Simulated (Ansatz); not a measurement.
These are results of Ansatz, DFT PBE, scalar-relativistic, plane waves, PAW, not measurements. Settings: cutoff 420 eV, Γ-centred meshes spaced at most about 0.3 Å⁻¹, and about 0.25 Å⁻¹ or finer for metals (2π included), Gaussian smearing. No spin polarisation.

These are static total energies at zero pressure.

Two relaxed structures of Zr₄Si₃:

A.

```yaml
crystal:
  lattice:
    - [-4.06143, 4.06143, 4.06143]
    - [4.06143, -4.06143, 4.06143]
    - [4.06143, 4.06143, -4.06143]
  atoms:
    - { symbol: Zr, position: [0.50000, 0.00000, 0.86406] }
    - { symbol: Zr, position: [0.00000, 0.36406, 0.50000] }
    - { symbol: Zr, position: [0.86406, 0.50000, 0.00000] }
    - { symbol: Zr, position: [0.50000, 0.00000, 0.36406] }
    - { symbol: Zr, position: [0.13594, 0.13594, 0.13594] }
    - { symbol: Zr, position: [0.00000, 0.86406, 0.50000] }
    - { symbol: Zr, position: [0.36406, 0.50000, 0.00000] }
    - { symbol: Zr, position: [0.63594, 0.63594, 0.63594] }
    - { symbol: Si, position: [0.62500, 0.37500, 0.25000] }
    - { symbol: Si, position: [0.12500, 0.75000, 0.87500] }
    - { symbol: Si, position: [0.75000, 0.87500, 0.12500] }
    - { symbol: Si, position: [0.87500, 0.12500, 0.75000] }
    - { symbol: Si, position: [0.37500, 0.25000, 0.62500] }
    - { symbol: Si, position: [0.25000, 0.62500, 0.37500] }
```

B.

```yaml
crystal:
  lattice:
    - [6.49165, -1.93139, 0.00000]
    - [6.49165, 1.93139, 0.00000]
    - [-3.23154, 0.00000, 5.75772]
  atoms:
    - { symbol: Zr, position: [0.12218, 0.12218, 0.76763] }
    - { symbol: Zr, position: [0.61820, 0.61820, 0.31225] }
    - { symbol: Zr, position: [0.87782, 0.87782, 0.23237] }
    - { symbol: Zr, position: [0.38180, 0.38180, 0.68775] }
    - { symbol: Si, position: [0.76262, 0.76262, 0.77186] }
    - { symbol: Si, position: [0.23738, 0.23738, 0.22814] }
    - { symbol: Si, position: [0.00000, 0.00000, 0.00000] }
```

Question: Which is lower in energy, and by how much?

Answer: A is lower, by 245 meV/atom. A has space group I-43d (No. 220), 19.1 Å³/atom and no gap on its mesh; B has space group C2/m (No. 12), 20.6 Å³/atom and no gap. Counting Si atoms around Zr (those within 1.25 times the shortest such distance or 1.15 times the sum of covalent radii, 1.27 where that leaves under three; a plus sign parts nearer from farther groups; a slash parts the counts of unlike sites), A has Zr 3+3 and B has Zr 4/5. The denser one is the lower, and pressure would at first widen the difference. In A, Zr is surrounded by 3 Si at 2.68 Å, 3 Si at 2.95 Å and 3 Zr at 3.16 Å; Si has 4 Zr at 2.68 Å and 4 Zr at 2.95 Å. In B, around Zr on its first site lie 4 Si at 2.65–2.69 Å; around Zr on its second site lie 5 Si at 2.67–2.70 Å; Si on a site of symmetry m is surrounded by 6 Zr at 2.65–2.70 Å and 1 Si at 2.69 Å; 1 more site not described. Both come from invented guesses.

Cells relaxed within their symmetry can be saddle points.
